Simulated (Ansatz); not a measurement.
# MgF2: the cost of one run

Code: Ansatz 0.2.0. PAW datasets, plane waves. Computed at 0 K without zero-point motion; spin polarisation is off.

### 1 The structure to begin with

The unstrained cell was relaxed with r2SCAN; in each strained cell the atoms were relaxed again with r2SCAN. Names of k-points are those of the unstrained zone, where strain can split equivalent points. First state: -4.2 % biaxial strain in x and y, free along z.

The symmetry is P4_2/mnm (No. 136, tetragonal); conventional cell a = 4.430 Å, c = 3.138 Å, 10.26 Å³ an atom. Mg has 6 F at 1.91–1.99 Å; F has 3 Mg at 1.91–1.99 Å.

As a file:

```cif
data_structure
_symmetry_space_group_name_H-M 'P4_2/mnm'
_symmetry_Int_Tables_number 136
_cell_length_a 4.4302
_cell_length_b 4.4302
_cell_length_c 3.1380
_cell_angle_alpha 90.000
_cell_angle_beta 90.000
_cell_angle_gamma 90.000
_cell_volume 61.59
loop_
_atom_site_label
_atom_site_type_symbol
_atom_site_symmetry_multiplicity
_atom_site_Wyckoff_symbol
_atom_site_fract_x
_atom_site_fract_y
_atom_site_fract_z
_atom_site_occupancy
Mg1 Mg 2 a 0.50000 0.50000 0.50000 1
F1 F 4 f 0.80452 0.19548 0.50000 1
```

From earlier runs on the unstrained cell: PBE 7.16 eV, r2SCAN 8.07 eV, HSE06 9.47 eV; a = 4.622 Å, c = 3.046 Å.

### 2 -4.2 % biaxial strain in x and y, free along z: PBE

Input file input.yaml:

```yaml
crystal:
  lattice:
    - [4.4300909277, 0.0, 0.0]
    - [0.0, 4.4302757781, 0.0]
    - [0.0, 0.0, 3.1380425291]
  atoms:
    - { symbol: Mg, position: [0.5, 0.5, 0.5] }
    - { symbol: Mg, position: [0.0, 0.0, 0.0] }
    - { symbol: F, position: [0.8044752292, 0.1954432007, 0.5] }
    - { symbol: F, position: [0.1955247708, 0.8045567993, 0.5] }
    - { symbol: F, position: [0.3044752292, 0.3045567993, 0.0] }
    - { symbol: F, position: [0.6955247708, 0.6954432007, 0.0] }
kpoints:
  mp_grid: { grid: [6, 6, 8] }
  band_path:
    path:
      - [0.0, 0.0, 0.0]
      - [0.0, 0.5000104313, 0.0]
      - [0.4999895687, 0.5000104313, 0.0]
      - [0.0, 0.0, 0.5]
      - [0.0, 0.5000104313, 0.5]
      - [0.4999895687, 0.5000104313, 0.5]
    npoints: 1
hamiltonian:
  xc: pbe
scf:
  occupations: { method: fermi_dirac, width: 0.02 }
  n_extra_bands: 5
output:
  forces: true
  stress: true
  eigenvalues: true
```

The run is started by

```
$ ansatz run input.yaml --threads 4 --pin off --max-ram 4608MiB --backend cpu --events-out ev --progress --plain --runs-dir out
```

What time and memory should one allow on 4 threads of Intel Xeon at 2.70GHz, shared host?

About 2.4 s, with a peak of 0.43 GiB.
